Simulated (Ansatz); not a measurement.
Theory: DFT PBE, scalar-relativistic, plane waves, PAW in Ansatz. Settings: cutoff 420 eV, Γ-centred meshes spaced at most about 0.3 Å⁻¹, and about 0.25 Å⁻¹ or finer for metals (2π included), Gaussian smearing. No spin polarisation.

Temperature and zero-point effects are left out.

**Question.** Which of these relaxed structures of Si₂Mo is the lowest in energy?
A.

Space group P6_222 (No. 180). a = 4.613 Å, b = 4.613 Å, c = 6.609 Å, α = 90.00°, β = 90.00°, γ = 120.00°
```csv
atom,site,symmetry,x,y,z
Si,6j,..2,0.1640,0.8360,0.8333
Mo,3d,222,0.5000,0.0000,0.5000
```

B.

Space group P6/mmm (No. 191). a = 5.256 Å, b = 5.256 Å, c = 4.076 Å, α = 90.00°, β = 90.00°, γ = 120.00°
| atom | site | symmetry | x | y | z |
| --- | --- | --- | --- | --- | --- |
| Si | 3f | mmm | 0.5000 | 0.0000 | 0.0000 |
| Si | 1a | 6/mmm | 0.0000 | 0.0000 | 0.0000 |
| Mo | 2d | -6m2 | 0.3333 | 0.6667 | 0.5000 |

**Answer.** A. The other, B, lies 0.76 eV/atom higher. Counting Si atoms around Mo (those within 1.25 times the shortest such distance or 1.15 times the sum of covalent radii): A has Mo 10; B has Mo 6. Origin: A, reached from a Materials Project cell; B, invented. The lowest form computed isn't among them: it has space group I4/mmm (No. 139), 13.6 Å³/atom, is reached from a cell as deposited in COD and lies 27 meV/atom below the best shown.

Cells relaxed within their symmetry can be saddle points. Some types were kept out of the candidates beforehand, so the set may lack a known form.
